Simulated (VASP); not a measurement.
## CaF2: single point with r2SCAN+D3(BJ)

The system is CaF2.

```
Ca F
1.0
     0.00000    2.77117    2.77117
     2.77117    0.00000    2.77117
     2.77117    2.77117    0.00000
Ca F
1 2
Cartesian
  0.0000 0.0000 0.0000
  1.3856 1.3856 1.3856
  4.1567 4.1567 4.1567
```

The cell comes from a database or a generator and needn't be the stable form of this composition.

```yaml
Program: VASP 6.6.1
Task: single point
Functional: r2SCAN
Dispersion: D3(BJ)
Potentials_or_basis: VASP PAW PBE potentials, release 64 (Ca_sv, F)
Cutoff: 520 eV
k_mesh: 6 × 6 × 6
Occupations: gaussian, width 0.05 eV
Spin: no spin polarisation
```

- Pressure: -4.9 GPa
- Band gap on the k mesh: 7.69 eV, indirect (least direct gap 7.94 eV)
- Dispersion energy per atom: -0.071 eV

Levels at points of the mesh, in eV from the valence-band top:
```tsv
k point	band 9	band 10	band 11	band 12	band 13	band 14	band 15	band 16
(0.00, 0.00, 0.00)	-1.96	-0.25	-0.25	-0.25	7.69	9.83	9.83	11.81
(0.50, 0.00, 0.00)	-1.21	-1.19	-0.81	-0.81	10.00	10.00	10.37	11.00
(0.50, 0.50, 0.00)	-1.59	-0.33	-0.33	0.00	8.62	10.18	10.69	11.49
```

It took 62 s on 1 thread of Intel(R) Xeon(R) Platinum 8259CL CPU @ 2.50GHz (Skylake/Cascade Lake) (shared host), peak memory 0.18 GiB.

Caveat: the PAW data sets were made with another functional, which shifts forces and pressure a little. r2SCAN opens gaps a little over a GGA but as a rule still falls short of measured ones.
